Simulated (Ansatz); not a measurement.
Runs of Ansatz 0.2.0 on ZrS. The structure is cubic, space group Fm-3m (No. 225). The conventional cell has a = 5.250 Å, b = 5.250 Å, c = 5.250 Å, α = 90.00°, β = 90.00°, γ = 90.00°. Zr (site symmetry m-3m) is surrounded by 6 S at 2.62 Å. S (site symmetry m-3m) is surrounded by 6 Zr at 2.62 Å. 

```csv
level,U,hubbard projectors,double counting,gap on the mesh (eV),pressure (GPa)
PBEsol+U,Zr d U = 1 eV,ortho-atomic (the default),fll (the default),none,(c)
PBEsol+U,Zr d U = 4 eV,ortho-atomic (the default),fll (the default),none,-1.9
PBEsol+U,Zr d U = 5 eV,ortho-atomic (the default),fll (the default),none,-0.6
PBEsol,-,-,-,none,-6.5
PBEsol+U,Zr d U = 2 eV,ortho-atomic (the default),fll (the default),none,-4.4
PBEsol+U,Zr d U = 6 eV,ortho-atomic (the default),fll (the default),none,0.8
PBEsol+U,Zr d U = 3 eV,ortho-atomic (the default),fll (the default),none,(a)
PBEsol+U,Zr d U = 8 eV,ortho-atomic (the default),fll (the default),none,(b)
```

Alike in all rows: task projected density of states; potentials or basis Ansatz PAW; no spin polarisation; cell as given; k mesh 9 × 9 × 9; cutoff (eV) 420; smearing fermi-dirac 0.05 eV.

**Question.** Fill in the values left out.

**Answer.** (a) -3.2; (b) 3.7; (c) -5.5.

Caveats: the PAW data sets come from PBE, with cores solved anew for the run's functional, which leaves a small shift of forces and pressure; U without spin polarisation on a metal has little footing (some runs).

A k mesh can miss the band edges, and the runs leave out spin-orbit coupling on Zr.

A gap of «none» marks a metal or a gap under the smearing width.
